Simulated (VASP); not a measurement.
**From VASP inputs to Ansatz: InAs (rocksalt)**

INCAR

```
NBANDS = 16
SIGMA = 0.02
EDIFF = 1E-7
GGA = CA
IBRION = -1
LCHARG = .FALSE.
LREAL = .FALSE.
ENCUT = 520
ISIF = 2
NELM = 120
LWAVE = .FALSE.
ISMEAR = -1
NSW = 0
LASPH = .TRUE.
PREC = Accurate
```

KPOINTS

```
KPOINTS created by Atomic Simulation Environment
0
Gamma
8 8 8
0 0 0
```

KPOINTS_OPT

```
special points
7
Reciprocal
0.0000000000 0.0000000000 0.0000000000 1
0.5000000000 0.0000000000 0.5000000000 1
0.5000000000 0.2500000000 0.7500000000 1
0.3750000000 0.3750000000 0.7500000000 1
0.5000000000 0.5000000000 0.5000000000 1
0.6250000000 0.2500000000 0.6250000000 1
0.1875000000 0.1875000000 0.3750000000 1
```

POSCAR

```
In As
 1.0000000000000000
    -0.0000000000000000    2.8414336897063346    2.8414336897063346
     2.8414336897063346   -0.0000000000000000    2.8414336897063346
     2.8414336897063346    2.8414336897063346   -0.0000000000000000
 In  As
   1   1
Cartesian
 -0.0000000000000000 -0.0000000000000000 -0.0000000000000000
  2.8414336897063341  2.8414336897063341  2.8414336897063341
```

VASP ran with the recommended LDA PAW datasets (18 valence electrons in the cell).

Problem. Translate these files to an Ansatz input.

Solution. 

```yaml
crystal:
  lattice:
    - [0.0, 2.8414336897, 2.8414336897]
    - [2.8414336897, 0.0, 2.8414336897]
    - [2.8414336897, 2.8414336897, 0.0]
  atoms:
    - { symbol: In, position: [0.0, 0.0, 0.0] }
    - { symbol: As, position: [0.5, 0.5, 0.5] }
kpoints:
  mp_grid: { grid: [8, 8, 8] }
  band_path:
    path:
      - [0.0, 0.0, 0.0]
      - [0.5, 0.0, 0.5]
      - [0.5, 0.25, 0.75]
      - [0.375, 0.375, 0.75]
      - [0.5, 0.5, 0.5]
      - [0.625, 0.25, 0.625]
      - [0.1875, 0.1875, 0.375]
    npoints: 1
hamiltonian:
  xc: lda
scf:
  occupations: { method: fermi_dirac, width: 0.02 }
  n_extra_bands: 4
output:
  forces: true
  stress: true
  eigenvalues: true
```

Other inputs would serve too.

|  | VASP | Ansatz |
| --- | --- | --- |
| gap between bands v and c | -2.75 eV (bands overlap: a metal) | -2.74 eV (bands overlap: a metal) |
| least direct gap | 0.00 eV | 0.00 eV |
| pressure | -2.8 GPa | -3.0 GPa |

Datasets and cutoffs are each program's own. VASP's cell holds 18 valence electrons and Ansatz's 28. LDA means the Perdew–Zunger form with relativistic exchange in VASP and the Perdew–Wang form in Ansatz. Ansatz's stress includes a Pulay correction; VASP's doesn't.
